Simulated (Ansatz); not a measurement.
Consider InN in the zinc blende structure (space group F-43m, No. 216; a = 4.987 Å). Axes: x, y, z lie along the cube axes.

Level of theory: PBEsol, PAW, 420 eV (Ansatz, an electronic-structure program; no spin-orbit coupling).

For the base:

The shortest interatomic distance is 2.159 Å.

One thing is altered: a free-standing slab of 4 layers (8 atoms, 2 a layer) is cut normal to [110], with 15 Å of vacuum and the in-plane cell held at bulk.

Question: Estimate the effect on the gap character, excess energy per area of both faces and shortest interatomic distance.

Answer: The gap character is indirect, k = (0, 0.286, 0) in the run's primitive reciprocal basis → Γ; the excess energy per area of both faces (slab less bulk energy over the cell's area: twice a surface energy) comes out as 2.9 J/m² (uncertain by up to 0.07 J/m²); the shortest interatomic distance shrinks by 0.096 Å, from 2.159 Å to 2.063 Å.

The excess energy carries the mismatch between the slab's and the bulk's meshes. Stability against distortions was not tested. The final runs are not spin-polarised. This is not the structure that InN has at room temperature and ambient pressure. Labels are those of the standard path for the cell's own space group.
